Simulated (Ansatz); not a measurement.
# Resistance of the fcc Ni(111) / fcc Pt(111) interface

How much resistance does one fcc Ni(111) / fcc Pt(111) interface add to a current across the layers?

Calculated with Ansatz 0.2.0; Ansatz plane-wave DFT, PBE, PAW files, collinear spin; ballistic transport by layer matching (Landauer), zero bias; PAW set soft_1, in the first sound run; inputs show where later runs differ.

## 1. The structure

The cell holds 18 atoms: 9 Ni and 9 Pt. Cell: a = 2.632 Å, b = 2.632 Å, c = 39.021 Å, α = 90.0°, β = 90.0°, γ = 120.0°. It derives from Ni and Pt. Regions: Ni, 9 atoms (9 Ni); Pt, 9 atoms (9 Pt). The structure's axis is c.

## 2. Transmission: PBE

Both metals share one in-plane lattice, the mean of the two, each at its own atomic volume. The two leads are named in the middle of each metal, so that only one of the cell's two interfaces is crossed. The mesh across the current, 54×54, is finer than the density's, because channels open and close sharply across the zone. Energies from -0.27 to 0.27 eV in steps of 0.036 eV cover the slope of the Fermi function at 300 K, so the program can form a conductance.

File input.yaml:

```yaml
crystal:
  lattice:
    - [2.6324878357, 0.0, 0.0]
    - [-1.3162439178, 2.2798013409, 0.0]
    - [0.0, 0.0, 39.0208116266]
  atoms:
    - { symbol: Ni, position: [0.0, 0.0, 0.0256273501], spin: 1.0 }
    - { symbol: Ni, position: [0.3333333333, 0.6666666667, 0.0723457577], spin: 1.0 }
    - { symbol: Ni, position: [0.6666666667, 0.3333333333, 0.1190641653], spin: 1.0 }
    - { symbol: Ni, position: [0.0, 0.0, 0.165782573], spin: 1.0 }
    - { symbol: Ni, position: [0.3333333333, 0.6666666667, 0.2125009806], spin: 1.0 }
    - { symbol: Ni, position: [0.6666666667, 0.3333333333, 0.2592193882], spin: 1.0 }
    - { symbol: Ni, position: [0.0, 0.0, 0.3059377959], spin: 1.0 }
    - { symbol: Ni, position: [0.3333333333, 0.6666666667, 0.3526562035], spin: 1.0 }
    - { symbol: Ni, position: [0.6666666667, 0.3333333333, 0.3993746111], spin: 1.0 }
    - { symbol: Pt, position: [0.0, 0.0, 0.4549301667] }
    - { symbol: Pt, position: [0.3333333333, 0.6666666667, 0.5193228702] }
    - { symbol: Pt, position: [0.6666666667, 0.3333333333, 0.5837155736] }
    - { symbol: Pt, position: [0.0, 0.0, 0.6481082771] }
    - { symbol: Pt, position: [0.3333333333, 0.6666666667, 0.7125009806] }
    - { symbol: Pt, position: [0.6666666667, 0.3333333333, 0.7768936841] }
    - { symbol: Pt, position: [0.0, 0.0, 0.8412863876] }
    - { symbol: Pt, position: [0.3333333333, 0.6666666667, 0.905679091] }
    - { symbol: Pt, position: [0.6666666667, 0.3333333333, 0.9700717945] }
magnetization:
  spin_polarized: true
kpoints:
  mp_grid: { grid: [16, 16, 1] }
hamiltonian:
  xc: pbe
  pseudopotentials: { kind: paw, azcp: { folder: soft_1 } }
scf:
  occupations: { method: fermi_dirac, width: 0.1 }
output:
  transmission:
    leads: [[3, 4], [12, 13]]
    kmesh: [54, 54]
    e_range: [-0.27, 0.27]
    de: 0.036
  write_potential: true
  write_density: true
  volumetric_format: npy
  elf: true
```

Run with:

```bash
> ansatz run input.yaml --threads 4 --pin off --max-ram 15360MiB --backend cpu --events-out ev --progress --plain --runs-dir out
```

Numbers of over 12 decimals in the logs are rounded to 6 here.

Output:

```text
Engine: ansatz 0.2.0, aarch64-unknown-linux-gnu
Pseudopotentials: kind: paw
Pseudopotential: Ni, paw, valence charge 18, recommended cutoff 420 eV (normal), soft_1/Ni.paw.azcp
Pseudopotential: Pt, paw, valence charge 18, recommended cutoff 420 eV (normal), soft_1/Pt.paw.azcp
Functional definition: PBE
  parameter kappa = 0.804
  parameter beta = 0.066725
  exchange = pbe_x(kappa = kappa, mu = beta*pi^2/3)
  correlation = pbe_c(beta = beta)
Crystal: 18 atoms, lattice volume = 234.185 Å³
Basis set: ecut = 420 eV, 4697 PW (Γ)
Bands: 200, of which v1, the nominal top of the filled ones, is band 162 counted from 1 (161 counted from 0)
Symmetry: 12 space group operations
Space group: P-3m1 (ITA 164), of the structure as read, at distance tolerance 6.2e-5 Å
Magnetic group: BNS 164.85 (UNI 1315), of the structure as read, at distance tolerance 6.2e-5 Å
k-points: 30 of 256
Non-local potential: Ni, projectors of the file, l = 0: 3, l = 1: 2, l = 2: 3, l = 3: 1
Non-local potential: Pt, projectors of the file, l = 0: 3, l = 1: 2, l = 2: 2, l = 3: 1
PAW form: soft (Blöchl's): semilocal exchange-correlation on the pseudo side does not see the compensation charge
PAW one-centre angular grid: Ni, 590 points (default); XC on 64 Gauss nodes
PAW one-centre angular grid: Pt, 590 points (default); XC on 64 Gauss nodes
Initial density: superposition of atomic densities (chi_scale 0.1, normalization cell)
Starting moments: Σ|m| = 9 μB on 9 of 18 sites
Initial wavefunctions: pseudopotential atomic-orbital guess
Functional: x = pbe(κ = 0.804, μ = 0.219515), c = pbe(β = 0.066725)
SCF iter   1: F=—  HF=-165271.678185 eV  |F-HF|=—  |Δ(HF+E_count)|=         —  Δρ=1.30e-1 (↑7.88e-2 ↓1.30e-1)  dr2=3.25e3  dr2_m=1.26e1  M=1.391 μB ∫|m|=1.616 μB  β_m=0.30  ethr=3.10e-3  ⟨swp⟩=5.8  Hψ=40389  notcnv=0  defer=89
Mixer restart at iter 1: flushing history
preconditioner: auto → Kerker (q_TF=auto, 2.880 Å⁻¹)  [metal: Δε(μ)=0.008 eV  Ē_g=8.692 eV  σ=0.100 eV  W_gap=0.02  n_scr=100 (ndim 8)  ℏωp=32.6 eV  f_vac=0.000  D(μ)=22.21/eV (n_scr^D=284)]
spin=Collinear: Kerker preconditioning applied to the charge; magnetization (m = ρ↑ − ρ↓) channel mixes plain (no charge-response kernel on spin).
SCF iter   2: F=—  HF=-165277.680226 eV  |F-HF|=—  |Δ(HF+E_count)|=    6.00e0  Δρ=6.49e-2 (↑5.40e-2 ↓6.49e-2)  dr2=1.32e3  dr2_m=4.29e0  M=2.192 μB ∫|m|=2.457 μB  β_m=0.47  ethr=3.10e-3  ⟨swp⟩=3.0  Hψ=19535  notcnv=0  defer=1078
SCF iter   3: F=—  HF=-165279.707782 eV  |F-HF|=—  |Δ(HF+E_count)|=    2.03e0  Δρ=5.30e-2 (↑2.63e-2 ↓5.30e-2)  dr2=7.73e2  dr2_m=4.54e-1  M=2.037 μB ∫|m|=2.341 μB  β_m=0.39  ethr=3.10e-3  ⟨swp⟩=2.8  Hψ=20127  notcnv=0  defer=1128
SCF iter   4: F=—  HF=-165278.857028 eV  |F-HF|=—  |Δ(HF+E_count)|=   8.51e-1  Δρ=2.42e-2 (↑2.42e-2 ↓1.35e-2)  dr2=1.47e2  dr2_m=2.46e-1  M=3.354 μB ∫|m|=3.685 μB  β_m=0.40  ethr=3.10e-3  ⟨swp⟩=2.6  Hψ=14588  notcnv=0  defer=1164
SCF iter   5: F=—  HF=-165278.306322 eV  |F-HF|=—  |Δ(HF+E_count)|=   5.51e-1  Δρ=1.43e-2 (↑1.13e-2 ↓1.43e-2)  dr2=1.40e2  dr2_m=1.72e-2  M=4.264 μB ∫|m|=4.729 μB  β_m=0.41  ethr=3.10e-3  ⟨swp⟩=2.2  Hψ=18874  notcnv=0  defer=1195
SCF iter   6: F=—  HF=-165277.913174 eV  |F-HF|=—  |Δ(HF+E_count)|=   3.93e-1  Δρ=1.70e-2 (↑9.69e-3 ↓1.70e-2)  dr2=5.14e0  dr2_m=3.24e-1  M=5.870 μB ∫|m|=6.470 μB  β_m=0.43  ethr=3.10e-3  ⟨swp⟩=1.9  Hψ=12692  notcnv=0  defer=1193
SCF iter   7: F=—  HF=-165277.983317 eV  |F-HF|=—  |Δ(HF+E_count)|=   7.01e-2  Δρ=1.01e-2 (↑5.13e-3 ↓1.01e-2)  dr2=1.30e0  dr2_m=1.12e-1  M=6.017 μB ∫|m|=6.664 μB  β_m=0.51  ethr=1.59e-3  ⟨swp⟩=1.1  Hψ=13306  notcnv=0  defer=1179
SCF iter   8: F=—  HF=-165277.918405 eV  |F-HF|=—  |Δ(HF+E_count)|=   6.49e-2  Δρ=8.48e-3 (↑2.28e-3 ↓8.48e-3)  dr2=2.44e0  dr2_m=3.80e-2  M=5.862 μB ∫|m|=6.575 μB  β_m=0.50  ethr=4.02e-4  ⟨swp⟩=2.0  Hψ=13848  notcnv=0  defer=1197
SCF iter   9: F=—  HF=-165277.967273 eV  |F-HF|=—  |Δ(HF+E_count)|=   4.89e-2  Δρ=3.42e-3 (↑1.17e-3 ↓3.42e-3)  dr2=8.48e-1  dr2_m=5.15e-3  M=5.907 μB ∫|m|=6.619 μB  β_m=0.54  ethr=4.02e-4  ⟨swp⟩=2.0  Hψ=13989  notcnv=0  defer=1180
[...]
SCF iter  18: F=—  HF=-165277.977908 eV  |F-HF|=—  |Δ(HF+E_count)|=   1.71e-6  Δρ=3.69e-5 (↑2.78e-5 ↓3.69e-5)  dr2=4.12e-5  dr2_m=4.70e-7  M=5.977 μB ∫|m|=6.702 μB  β_m=0.57  ethr=9.12e-9  ⟨swp⟩=2.0  Hψ=13996  notcnv=0  defer=1181
SCF iter  19: F=—  HF=-165277.977907 eV  |F-HF|=—  |Δ(HF+E_count)|=   9.18e-7  Δρ=1.01e-5 (↑1.01e-5 ↓7.13e-6)  dr2=1.73e-6  dr2_m=8.81e-8  M=5.977 μB ∫|m|=6.701 μB  β_m=0.71  ethr=9.12e-9  ⟨swp⟩=1.0  Hψ=12000  notcnv=0  defer=1181
SCF iter  20: F=—  HF=-165277.977907 eV  |F-HF|=—  |Δ(HF+E_count)|=  8.15e-10  Δρ=1.39e-5 (↑3.58e-6 ↓1.39e-5)  dr2=3.58e-6  dr2_m=7.05e-8  M=5.977 μB ∫|m|=6.701 μB  β_m=0.71  ethr=5.34e-10  ⟨swp⟩=1.9  Hψ=13964  notcnv=0  defer=1181
SCF iter  21: F=—  HF=-165277.977907 eV  |F-HF|=—  |Δ(HF+E_count)|=   1.18e-8  Δρ=5.93e-6 (↑3.47e-6 ↓5.93e-6)  dr2=7.39e-7  dr2_m=4.72e-9  M=5.977 μB ∫|m|=6.701 μB  β_m=0.56  ethr=5.34e-10  ⟨swp⟩=2.0  Hψ=14683  notcnv=0  defer=1181
SCF iter  22: F=—  HF=-165277.977907 eV  |F-HF|=—  |Δ(HF+E_count)|=   1.98e-8  Δρ=4.49e-6 (↑1.44e-6 ↓4.49e-6)  dr2=3.43e-7  dr2_m=1.26e-8  M=5.977 μB ∫|m|=6.701 μB  β_m=0.54  ethr=2.28e-10  ⟨swp⟩=1.0  Hψ=12000  notcnv=0  defer=1181
SCF iter  23: F=—  HF=-165277.977907 eV  |F-HF|=—  |Δ(HF+E_count)|=  5.82e-10  Δρ=2.64e-6 (↑8.48e-7 ↓2.64e-6)  dr2=3.26e-7  dr2_m=2.32e-9  M=5.977 μB ∫|m|=6.701 μB  β_m=0.46  ethr=1.06e-10  ⟨swp⟩=1.0  Hψ=12000  notcnv=0  defer=1181
SCF iter  24: F=—  HF=-165277.977907 eV  |F-HF|=—  |Δ(HF+E_count)|=  6.69e-10  Δρ=2.88e-6 (↑8.96e-7 ↓2.88e-6)  dr2=4.40e-7  dr2_m=2.84e-9  M=5.977 μB ∫|m|=6.701 μB  β_m=0.32  ethr=1.00e-10  ⟨swp⟩=1.0  Hψ=12000  notcnv=0  defer=1181
SCF iter  25: F=—  HF=-165277.977907 eV  |F-HF|=—  |Δ(HF+E_count)|=  9.60e-10  Δρ=1.06e-6 (↑4.45e-7 ↓1.06e-6)  dr2=2.79e-8  dr2_m=3.73e-10  M=5.977 μB ∫|m|=6.701 μB  β_m=0.29  ethr=1.00e-10  ⟨swp⟩=1.0  Hψ=12000  notcnv=0  defer=1181
SCF iter  26: F=—  HF=-165277.977907 eV  |F-HF|=—  |Δ(HF+E_count)|=  3.49e-10  Δρ=2.12e-6 (↑5.09e-7 ↓2.12e-6)  dr2=2.04e-7  dr2_m=1.74e-9  M=5.977 μB ∫|m|=6.701 μB  β_m=0.36  ethr=8.60e-12  ⟨swp⟩=1.0  Hψ=12003  notcnv=0  defer=1181
SCF iter  27: F=-165277.977907 eV  HF=-165277.977907 eV  |F-HF|=8.20e-8  |Δ(HF+E_count)|=  1.16e-10  Δρ=2.00e-6 (↑4.57e-7 ↓2.00e-6)  dr2=8.32e-8  dr2_m=1.45e-9  M=5.977 μB ∫|m|=6.701 μB  ethr=8.60e-12  ⟨swp⟩=8.9  Hψ=45620  notcnv=0
SCF 1 converged in 27 iterations: F = -165277.977907 eV  dr2 = 8.32e-8
  greatest PAW one-centre occupation: 1.001 electrons in one spin orbital (limit 2), on the Ni atom at site 8 (counted from 0), in its partial waves of l = 1
transmission: 1843 of 18428 steps passed
transmission: 3688 of 18428 steps passed
[...]
transmission: 18428 of 18428 steps passed
SCF converged after 27 iterations
Magnetization: 5.9770 μB (164.9885 up, 159.0115 down)
Absolute magnetization: 6.7097 μB (∫|ρ↑−ρ↓|, with the PAW one-centre terms)
Spin contamination: 0.4770 ħ² per cell (⟨S²⟩ above its minimum at these occupations)
Per-site moments (μB) at R_I (Å): [(0.708409, 0.979050), (0.678572, 0.979050), (0.645908, 0.979050), (0.644403, 0.979050), (0.646547, 0.979050), (0.644403, 0.979050), (0.645908, 0.979050), (0.678572, 0.979050), (0.708409, 0.979050), (0.119021, 1.085901), (0.028550, 1.085901), (0.00292683, 1.085901), (0.000907977, 1.085901), (0.000793574, 1.085901), (0.000907977, 1.085901), (0.00292683, 1.085901), (0.028550, 1.085901), (0.119021, 1.085901)]
Free energy (F): -165277.977907 eV
Harris-Foulkes:  -165277.977907 eV  (|F-HF|=8.20e-8)
Internal energy: -165277.099538 eV  (E = F + TS)
E sigma→0 (E₀):  -165277.538723 eV
Entropy (-TS):   -0.878368 eV (-48.798 meV/atom)
Fermi energy:    21.025320 eV
--- Per-component energies (eV) ---
  E_band       = -3632.693801
  E_kinetic    = 8441.317831
  E_local      = -102368.505321  (includes V_loc(G=0)·N_el)
  E_nonlocal   = 783.056835
  E_hartree    = 50762.945698
  E_xc         = -3111.779089
  E_vxc        = -3759.952997  (∫ρ·V_xc dr)
  E_paw        = -100268.923948  (= ΣΔE_a)
  E_vpaw       = -8254.619762  (= ΣTr[D̂ρ^β])
  E_aug_tail   = 0.017471  (compensation charges beyond the density's cutoff)
  E_ewald      = -19515.229014
  E_smearing   = -0.878368  (= −TS)
  E_closure    = 0.000000  (closes the sum)
  Σ components = -165277.977907   (vs F -165277.977907, Δ=0.00e0)
--- Band table (eV; the first three rows and the last of 60) ---
  k-point 0 ↑: bands = [... 158 lower, 19.9747, 20.0053, 20.1062, 20.1062, 20.1213, 20.1213, 20.3485, 20.3485, ... 34 higher]
  k-point 1 ↑: bands = [... 158 lower, 19.9876, 19.9913, 19.9956, 20.0627, 20.0810, 20.1508, 20.2834, 20.3205, ... 34 higher]
  k-point 2 ↑: bands = [... 158 lower, 19.9684, 19.9710, 19.9765, 20.0074, 20.0443, 20.1674, 20.2423, 20.2614, ... 34 higher]
  k-point 29 ↓: bands = [... 158 lower, 21.1289, 21.1382, 21.1603, 21.2430, 23.9877, 24.1979, 24.5324, 24.9271, ... 34 higher]
--- Transmission ---
  basis      : 55 plane waves across, 34 finite elements along
  points     : 271, standing for a mesh of 54 x 54
  filling    : by the input's occupations and mesh, since the crystals that have channels conduct as metals do. If one of these is a semiconductor, that mesh has misplaced its level
  energies   : 16 from -0.270000 to 0.270000 eV about the Fermi level, 0.036000 eV apart; the leads are filled to 0.000000 eV, and channels, transmission and decay are at 0.018000 eV
  crystal 0  : Ni1, at the sites [3, 4], period 1.8230 Å, over 16.41 Å; its Hamiltonian steps by up to 1.1 meV
    offset         : up to 0.0000 Å between an atom of the period and one for which it stands
    filled         : 13.9 meV over the level at which it is neutral
    channels       : 7.153635e-1 up, 2.233539e0 down
    conductance    : 1.8728e15 S/m² at 300 K; may be off by some 0.0 % by where its bands' edges are placed, 0.5 % from the k-mesh, 0.8 % from the distance to neutral
    slowest decay  : 0.0139 /Å at (0.4074, 0.0926)
  crystal 1  : Pt1, at the sites [12, 13], period 2.5127 Å, over 22.61 Å; its Hamiltonian steps by up to 0.5 meV
    offset         : up to 0.0000 Å between an atom of the period and one for which it stands
    filled         : 36.2 meV over the level at which it is neutral
    channels       : 9.989712e-1 up, 9.989712e-1 down
    conductance    : 1.3225e15 S/m² at 300 K; may be off by some 0.0 % by where its bands' edges are placed, 1.6 % from the k-mesh, 3.9 % from the distance to neutral
    slowest decay  : 0.0164 /Å at (0.2593, 0.1111)
  junction   : crystal 0 to crystal 1, 8.51 to 25.85 Å
    transmission   : 5.763925e-1 up, 8.807059e-1 down
    conductance    : 9.4085e14 S/m² at 300 K (9.2735e14 on every other point, 9.4366e14 on every other energy)
    error estimate : 0.3 % from the energy spacing and 0.8 % from band edges of the leads and from resonances (wavevectors taken as independent; lower de), 1.3 % from the k-mesh, 0.5 % from the steps of its leads' Hamiltonians or their offsets (lay more layers), 0.6 % from the distance to neutral
    resistance     : 3.6638e-4 Ω µm² beyond half of each lead's own
```

It took 7.3 min on 4 threads of Arm Neoverse V2, shared host; peak memory 2.5 GiB.

Numbers from this step:

* free energy: -165277.9779 eV
* energy at zero smearing: -165277.5387 eV
* Fermi energy: 21.03 eV
* magnetization: 5.977 μB
* absolute magnetization: 6.710 μB
* cell area: 6.002 Å²
* step of the lead's potential: 1.1 meV
* ballistic conductance of the lead: 1.87e15 S/m²
* estimated errors of the lead's conductance: 0, 0.5, 0.8 % (band edges, k-mesh, distance from neutral)
* lead conductance per cell: 1.451 G₀
* step of the upper lead's potential: 0.5 meV
* ballistic conductance of the upper lead: 1.32e15 S/m²
* conductance of the junction: 9.41e14 S/m²
* junction conductance per cell: 0.7288 G₀
* estimated errors of the junction's conductance: 0.3, 0.8, 1.3, 0.5, 0.6 % (energy step, band edges, k-mesh, leads' steps, distance from neutral)
* area resistance that the stack adds (contact term taken off, spin by spin): 0.3664 fΩ m²

Per spin. The transmission, zone mean by energy, zero at the Fermi level:

```csv
energy (eV),T up,T down
-0.270,0.655,0.883
-0.234,0.612,0.897
-0.198,0.586,0.892
-0.162,0.584,0.893
-0.126,0.585,0.889
-0.090,0.583,0.887
-0.054,0.581,0.894
-0.018,0.578,0.882
0.018,0.576,0.881
0.054,0.574,0.871
0.090,0.572,0.845
0.126,0.570,0.812
0.162,0.572,0.804
0.198,0.564,0.805
0.234,0.558,0.802
0.270,0.547,0.775
```

Per spin. Open channels, zone mean against energy, zero at the Fermi level:

```csv
energy (eV),lead up,upper lead up,lead down,upper lead down
-0.270,0.854,1.42,1.66,1.42
-0.234,0.793,1.38,1.70,1.38
-0.198,0.731,1.34,1.73,1.34
-0.162,0.677,1.27,1.77,1.27
-0.126,0.689,1.21,1.89,1.22
-0.090,0.693,1.14,1.99,1.14
-0.054,0.699,1.08,2.12,1.08
-0.018,0.711,1.02,2.13,1.02
0.018,0.715,0.999,2.23,0.999
0.054,0.730,0.997,2.27,0.997
0.090,0.734,0.987,2.26,0.991
0.126,0.738,0.938,2.23,0.936
0.162,0.746,0.957,1.99,0.957
0.198,0.754,0.949,1.87,0.955
0.234,0.763,0.918,1.81,0.918
0.270,0.773,0.870,1.76,0.870
```

Transmission over k1 and k2. At -0.0180 eV from the Fermi level (the log's summary may quote the solved energy on the other side of it), spin up.

Values, 12 rows by 16 columns, each cell a mean:
```
0.763 0.847 0.539 0.404 0.378 0.404 0.558 0.866 0.851 0.185 0.000 0.000 0.000 0.000 0.000 0.155
0.292 0.759 0.806 0.744 0.573 0.576 0.670 0.827 0.852 0.558 0.043 0.000 0.000 0.000 0.000 0.000
0.097 0.610 0.810 0.988 0.985 0.984 0.984 0.985 0.987 0.747 0.476 0.083 0.000 0.000 0.000 0.000
0.086 0.572 0.648 0.985 0.977 0.972 0.971 0.972 0.976 0.984 0.728 0.468 0.210 0.001 0.000 0.000
0.271 0.614 0.719 0.985 0.976 0.966 0.961 0.959 0.963 0.971 0.981 0.869 0.605 0.437 0.133 0.007
0.721 0.807 0.947 0.986 0.977 0.967 0.957 0.869 0.818 0.959 0.969 0.979 0.985 0.849 0.832 0.723
0.576 0.698 0.734 0.901 0.984 0.974 0.965 0.945 0.872 0.952 0.964 0.973 0.983 0.986 0.713 0.798
0.000 0.010 0.185 0.518 0.612 0.978 0.977 0.968 0.962 0.962 0.965 0.973 0.982 0.923 0.446 0.380
0.000 0.000 0.000 0.022 0.375 0.518 0.890 0.981 0.975 0.974 0.974 0.976 0.983 0.918 0.392 0.285
0.000 0.000 0.000 0.000 0.000 0.266 0.613 0.924 0.988 0.987 0.986 0.987 0.988 0.975 0.623 0.307
0.018 0.000 0.000 0.000 0.000 0.000 0.272 0.777 0.868 0.688 0.516 0.491 0.615 0.782 0.805 0.617
0.449 0.066 0.000 0.000 0.000 0.000 0.034 0.759 0.786 0.537 0.274 0.234 0.233 0.301 0.570 0.842
```
Columns: k1 (b1) from -0.5 to 0.481; rows upwards: k2 (b2) from -0.5 to 0.481.

Open channels over k1 and k2. At -0.0180 eV from the Fermi level (the log's summary may quote the solved energy on the other side of it), spin up.

Ten even steps from '_' (0.00) to '@' (1.32), each cell a mean:
```
########++==--......==++##########..______________________==
**####@@####################@@####==________________________
::##%%%%######################%%####==______________________
__**##################################--____________________
__==####################################==__________________
__::######################################==________________
__::########################################**..____________
__**############################################**..________
--##################################################++______
########################################################++==
####%%%%############################################%%%%####
######@@##############################################@@####
--..==**####################################################
________--**##############################################++
____________==############################################::
______________..++######################################**__
__________________--####################################**__
____________________++####################################::
______________________--##################################==
________________________==##@@%%####################%%@@####
==________________________**############**++++**############
##++::____________________**######**==..________....==++####
```
Columns: k1 (b1) from -0.5 to 0.481; rows upwards: k2 (b2) from -0.5 to 0.481.

Transmission over k1 and k2. At -0.0180 eV from the Fermi level (the log's summary may quote the solved energy on the other side of it), spin down.

Ten even steps from '0' (0.00) to '9' (1.67), each cell a mean:
```
768655555555587599555444445579
773455555555554377555322223456
555554433333345555555300000245
555555555665555655555430000145
555445555555555554455543100034
555435555555555555435555420144
555435555555555555553455544345
555435555555555555556345555555
555435555555555555555543555555
875545555555555555555555455799
653555555555554355555555555366
886555555555555455555555555548
787655455555555555555555553556
555555534555555555555555552555
555555554465555555555555562555
543134555535555555555555552555
542001455553455555555555552555
542000034555445555555555553555
543000003455555554445444555555
554200001455564454444444455446
865544334455697456555555555458
796555555555697596555555555686
```
Columns: k1 (b1) from -0.5 to 0.481; rows upwards: k2 (b2) from -0.5 to 0.481.

[end of part 1 of 3]

[Logs are printed without paths, hosts, clocks, repeated set-up lines and the standing remarks that a program may print on its own settings, such as how far it seeks lower states.]

[Hosts, paths, dates, database ids (printed as entryN), source tags and the programs' standing remarks are cut or masked in the printed files.]
